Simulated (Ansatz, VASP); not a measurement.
## One calculation of K, two programs

INCAR

```
SYSTEM = K
ALGO = Normal
EDIFF = 1E-6
ENCUT = 520
GGA = PS
ISIF = 2
ISMEAR = 0
LASPH = .True.
LCHARG = .False.
LREAL = .False.
LWAVE = .False.
NBANDS = 10
NELM = 100
PREC = Accurate
SIGMA = 0.15
```

The input KPOINTS:

```
k-points
0
Gamma
  14 14 14
  0 0 0
```

Contents of POSCAR:

```
K
1.0
   -2.8798000000      2.8798000000      2.6180000000
    2.8798000000     -2.8798000000      2.6180000000
    2.8798000000      2.8798000000     -2.6180000000
K
1
Direct
    0.0000000000      0.0000000000      0.0000000000
```

Input for Ansatz:

```yaml
crystal:
  lattice:
    - [-2.8798, 2.8798, 2.618]
    - [2.8798, -2.8798, 2.618]
    - [2.8798, 2.8798, -2.618]
  atoms:
    - { symbol: K, position: [0.0, 0.0, 0.0] }
basis:
  ecutwfc: 420
kpoints:
  mp_grid: { grid: [14, 14, 14] }
hamiltonian:
  xc: pbesol
scf:
  occupations: { method: gaussian, width: 0.15 }
output:
  forces: true
  stress: true
  eigenvalues: true
```

Change from the starting cell: strain +0.1000 x Voigt [1, 1, 0, 0, 0, 0], atoms carried along.

Alike in both runs: task single point; functional PBEsol; k mesh 14 × 14 × 14; occupations gaussian, width 0.15 eV; no spin polarisation.

```csv
,VASP,Ansatz
version,VASP 6.6.1,Ansatz 0.2.0
potentials or method,"VASP PAW PBE potentials, release 64 (K_sv)","scalar-relativistic, plane waves, PAW"
plane-wave cutoff (eV),520,420
valence electrons in the cell,9,9
```

```csv
,VASP,Ansatz,Ansatz less VASP
gap on the k mesh at the Fermi level (eV),none,none,-
pressure (GPa),-0.5,-0.5,+0.01
```

A gap of «none» marks a metal or a gap that the smearing closes.

Caveats: the PAW data sets were made with another functional, which shifts forces and pressure a little (VASP).
